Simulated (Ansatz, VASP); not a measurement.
# Si54H10Cl8O (HO:Si(111) with 8 of its OH changed to Cl): VASP beside Ansatz

Aim: how closely do two programs agree when they are given the same cell, functional and k mesh? The cell is taken from a series of runs on this material, whose earlier steps may have relaxed, scaled, displaced or heated it; both programs get it as it stands.

Method: plane waves, with VASP 6.6.1 beside it; single point at HSE06 with D3(BJ), in Ansatz 0.2.0.

### Step 1. The starting structure

The cell holds 73 atoms: 54 Si, 10 H, 1 O and 8 Cl. Its edges and angles: a = 11.604 Å, b = 11.604 Å, c = 26.701 Å, α = 90.0°, β = 90.0°, γ = 120.0°. It derives from Si (HO:Si(111)). As first built, before any earlier steps moved the atoms (in the runner's words): diamond Si(111), 3 x 3 cells, three bilayers, OH on the upper face and H on the lower (lattice constants typed as starting values near PBE's), lower atoms held; 8 top OH groups nearest the cell's middle replaced by Cl, eased by MACE. Vacuum lies along c.

### Step 2. VASP: single point, HSE06 with D3(BJ)

With cell and atoms fixed, the geometry can't cause a difference; cores, projectors, grids and the points listed under the comparison can.

Lines of VASP's logs that name or quote its potential files are left out, and so is its time.

The run reads the wave functions of an earlier VASP run, which isn't shown here.

File INCAR:

```
SYSTEM = Si54H10Cl8O
PREC = Accurate
ENCUT = 520
EDIFF = 1E-06
NELM = 100
ISMEAR = -1
SIGMA = 0.025
LREAL = Auto
ALGO = Normal
LHFCALC = .TRUE.
AEXX = 0.25
GGA = PE
HFSCREEN = 0.208
IVDW = 12
VDW_S6 = 1
VDW_S8 = 2.31
VDW_A1 = 0.383
VDW_A2 = 5.685
LASPH = .TRUE.
NBANDS = 195
PRECFOCK = Fast
LORBIT = 11
LWAVE = .FALSE.
LCHARG = .FALSE.
ISIF = 2
```

File POSCAR:

```
Si54H10Cl8O
1.0
   11.6036200000      0.0000000000      0.0000000000
   -5.8018100000     10.0490300000      0.0000000000
    0.0000000000      0.0000000000     26.7011300000
Si H O Cl
54 10 1 8
Direct
    0.0000000000      0.0000000000      0.0928800000
    0.2222200000      0.1111100000      0.1224500000
    0.2223800000      0.1108000000      0.2096900000
    0.1113300000      0.2220700000      0.2374000000
    0.1107500000      0.2213900000      0.3249100000
    0.9995300000      0.0005300000      0.3551500000
    0.0000000000      0.3333300000      0.0928800000
    0.2222200000      0.4444400000      0.1224500000
    0.2224000000      0.4444400000      0.2096900000
    0.1112200000      0.5553800000      0.2380800000
    0.1110000000      0.5559000000      0.3260000000
    0.0002900000      0.3326800000      0.3527500000
    0.0000000000      0.6666700000      0.0928800000
    0.2222200000      0.7777800000      0.1224500000
    0.2222100000      0.7778500000      0.2099600000
    0.1110600000      0.8890000000      0.2384100000
    0.1103900000      0.8897000000      0.3263900000
    0.9998900000      0.6670300000      0.3537500000
    0.3333300000      0.0000000000      0.0928800000
    0.5555600000      0.1111100000      0.1224500000
    0.5555800000      0.1109400000      0.2097300000
    0.4445700000      0.2221200000      0.2378500000
    0.4442500000      0.2222400000      0.3256100000
    0.3330600000      0.0002100000      0.3537500000
    0.3333300000      0.3333300000      0.0928800000
    0.5555600000      0.4444400000      0.1224500000
    0.5556700000      0.4443800000      0.2097400000
    0.4445600000      0.5554800000      0.2379400000
    0.4445200000      0.5555800000      0.3257600000
    0.3326400000      0.3331000000      0.3531700000
    0.3333300000      0.6666700000      0.0928800000
    0.5555600000      0.7777800000      0.1224500000
    0.5555700000      0.7776300000      0.2096900000
    0.4446700000      0.8888300000      0.2380900000
    0.4441800000      0.8890700000      0.3260000000
    0.3334100000      0.6666500000      0.3536700000
    0.6666700000      0.0000000000      0.0928800000
    0.8888900000      0.1111100000      0.1224500000
    0.8890300000      0.1110100000      0.2095700000
    0.7779200000      0.2221400000      0.2376300000
    0.7776600000      0.2224500000      0.3253300000
    0.6674300000      0.9998300000      0.3527400000
    0.6666700000      0.3333300000      0.0928800000
    0.8888900000      0.4444400000      0.1224500000
    0.8891100000      0.4444700000      0.2097200000
    0.7779400000      0.5554800000      0.2378500000
    0.7778400000      0.5558400000      0.3256100000
    0.6666100000      0.3334800000      0.3533500000
    0.6666700000      0.6666700000      0.0928800000
    0.8888900000      0.7777800000      0.1224500000
    0.8892500000      0.7776700000      0.2096900000
    0.7779600000      0.8887000000      0.2373800000
    0.7786900000      0.8893400000      0.3248700000
    0.6670000000      0.6674800000      0.3531700000
    0.0000000000      0.0000000000      0.0374500000
    0.9607700000      0.0385400000      0.4350700000
    0.0000000000      0.3333300000      0.0374500000
    0.0000000000      0.6666700000      0.0374500000
    0.3333300000      0.0000000000      0.0374500000
    0.3333300000      0.3333300000      0.0374500000
    0.3333300000      0.6666700000      0.0374500000
    0.6666700000      0.0000000000      0.0374500000
    0.6666700000      0.3333300000      0.0374500000
    0.6666700000      0.6666700000      0.0374500000
    0.0034000000      0.9966100000      0.4173500000
    0.9998500000      0.3243800000      0.4308800000
    0.9997800000      0.6654400000      0.4314800000
    0.3346800000      0.0002600000      0.4314800000
    0.3312800000      0.3310500000      0.4309900000
    0.3336300000      0.6663500000      0.4314400000
    0.6758200000      0.0003900000      0.4308800000
    0.6676200000      0.3324500000      0.4311200000
    0.6690800000      0.6688900000      0.4309900000
```

File KPOINTS:

```
Automatic mesh
0
Gamma
1 1 1
0 0 0
```

Potentials, in the order of the species: Si, H, O and Cl (PBE family, release 64).

Launch:

```sh
> export OMP_NUM_THREADS=3
> mpirun -np 1 vasp_gam
```

Numbers of over 12 decimals in the logs are rounded to 6 here.

Output:

```text
[banner, memory and clock lines left out]
running    1 mpi-ranks, on    1 nodes
[...]
Offloading initialized ...    1 GPUs detected
[...]
LDA part: xc-table for (Slater+PW92), standard interpolation
 found WAVECAR, reading the header
 POSCAR, INCAR and KPOINTS ok, starting setup
[...]
reading WAVECAR
 the WAVECAR file was read successfully
 initial charge from wavefunction
 entering main loop
       N       E                     dE             d eps       ncg     rms          rms(c)
DAV:   1    -0.412334940431E+03   -0.41233E+03   -0.10615E+01   406   0.719E+00    0.172E+01
DAV:   2    -0.412495714719E+03   -0.16077E+00   -0.10946E+00   468   0.196E+00    0.121E+01
DAV:   3    -0.412473607303E+03    0.22107E-01   -0.37568E-02   636   0.570E-01    0.765E+00
DAV:   4    -0.412465079866E+03    0.85274E-02   -0.50392E-02   452   0.456E-01    0.443E+00
[...]
DAV:  11    -0.412462212740E+03    0.27219E-04   -0.27412E-05   564   0.162E-02    0.884E-02
DAV:  12    -0.412462203862E+03    0.88782E-05   -0.14401E-05   548   0.132E-02    0.496E-02
DAV:  13    -0.412462204152E+03   -0.29048E-06   -0.67413E-06   484   0.108E-02
   1 F= -.43045521E+03 E0= -.43045521E+03  d E =-.821239E-11
```

Parts of OUTCAR (step 2):

```text
  FREE ENERGIE OF THE ION-ELECTRON SYSTEM (eV)
  ---------------------------------------------------
  free  energy   TOTEN  =      -430.4552107037 eV

  energy  without entropy=     -430.4552107037  energy(sigma->0) =     -430.45521070

[... 1 further part left out ...]
```

[end of part 1 of 2]

[Lines on the potential files, build, host, timing and source positions are cut from VASP's logs without a mark.]

[Logs are printed without paths, hosts, clocks, repeated set-up lines and the standing remarks that a program may print on its own settings, such as how far it seeks lower states.]

[Hosts, paths, dates, database ids (printed as entryN), source tags and the programs' standing remarks are cut or masked in the printed files.]
